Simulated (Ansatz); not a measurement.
LiBr, space group Fm-3m: an equation of state with a fit, run with the Ansatz DFT code, driven from Python.

Script `eos_libr.py`:
```python
# -*- coding: utf-8 -*-
import warnings

import ansatz
from ase.eos import EquationOfState
from ase.units import GPa
import numpy as np

config = {
    "filling": "fermi_dirac",
    "functional": "PBE",
    "cutoff_ev": 500,
    "mesh": (6, 6, 6),
}

VECTORS = np.array([
    [0.0, 2.75065, 2.75065],
    [2.75065, 0.0, 2.75065],
    [2.75065, 2.75065, 0.0],
])
SITES = [
    ("Li", [0.0, 0.0, 0.0]),
    ("Br", [0.5, 0.5, 0.5]),
]


def build(cell):
    crystal = ansatz.Crystal(lattice=ansatz.Lattice.of(cell))
    for symbol, position in SITES:
        crystal = crystal.atom(symbol, position)
    return crystal

warnings.simplefilter("ignore", ansatz.DeckWarning)

volumes, energies = [], []
for scale in np.linspace(0.92, 1.08, 7):
    cell = VECTORS * scale ** (1 / 3)
    job = (
        build(cell).calculation()
        .occupations(config["filling"])
        .functional(config["functional"])
        .basis(config["cutoff_ev"])
        .kpoints(*config["mesh"])
    )
    summary = job.run(threads=1, backend="cpu").report
    volumes.append(abs(np.linalg.det(cell)) / len(SITES))
    energies.append(summary["free_energy_ev"] / len(SITES))
    print(f"V = {volumes[-1]:8.4f} A^3/atom  F = {energies[-1]:.5f} eV/atom")

eos = EquationOfState(volumes, energies, eos="murnaghan")
v0, e0, bulk = eos.fit()
print(f"V0 = {v0:.4f} A^3/atom, E0 = {e0:.5f} eV/atom, B = {bulk / GPa:.1f} GPa")
```

From its runs, with one value withheld:

| V (Å³/atom) | F less the lowest row shown (meV/atom) |
| --- | --- |
| 19.147 | ? |
| 19.702 | 6.36 |
| 20.257 | 1.78 |
| 20.812 | 0.00 |
| 21.367 | 0.66 |
| 21.922 | 3.44 |
| 22.477 | 8.05 |

What is the missing energy at 19.147 Å³ an atom?

A third-order Birch-Murnaghan fit, E = E0 + (9 V0 B0 / 16) [(t - 1)³ B' + (t - 1)² (6 - 4t)] with t = (V0/V)^(2/3), through the 6 rows shown gives V0 = 20.927 Å³, B0 = 25.7 GPa, B' = 4.39 and E0 = -0.05 meV. At V = 19.147 Å³, t = 1.06106, and the fit extrapolates to 14.21 meV. The run gave 14.20 meV, a miss of 0.00 meV.

The starting cell is as deposited in a crystallographic database; the results hold for this polymorph, which needn't be the stable one. It ran for 5.4 s on 1 thread of Arm Neoverse V1, with other jobs on the host, peak memory 0.35 GiB.
